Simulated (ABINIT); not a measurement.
LiF (Griceite):

```xyz
2
Lattice="0.0000 2.0140 2.0140 2.0140 0.0000 2.0140 2.0140 2.0140 0.0000" Properties=species:S:1:pos:R:3 pbc="T T T"
F     2.0140    2.0140    2.0140
Li    0.0000    0.0000    0.0000
```

Base run:

- Program: ABINIT 10.8.3 (patched build)
- Functional: PBEsol
- Potentials or basis: PseudoDojo NC SR PBEsol v0.4.1 standard
- Cutoff: 1143 eV
- k mesh: 11 × 11 × 11
- Occupations: fermi-dirac, width 0.05 eV
- Spin: no spin polarisation

Its results: band gap on the k mesh 8.94 eV, direct; pressure -1.4 GPa.

Question: After a change of settings the same cell gave: band gap on the k mesh 8.81 eV, direct; pressure -6.5 GPa. Which change was it?
A. functional from PBEsol to LDA; potentials or basis from PseudoDojo NC SR PBEsol v0.4.1 standard to JTH PAW LDA v2.0; cutoff from 1143 eV to 626 eV
B. functional from PBEsol to r2SCAN; potentials or basis from PseudoDojo NC SR PBEsol v0.4.1 standard to JTH PAW PBE v2.0; cutoff from 1143 eV to 762 eV
C. functional from PBEsol to PBE; potentials or basis from PseudoDojo NC SR PBEsol v0.4.1 standard to JTH PAW PBE v2.0; cutoff from 1143 eV to 626 eV

Answer: A.

Caveats: an odd mesh through Γ misses points on the zone boundary, where band edges often lie (some runs).
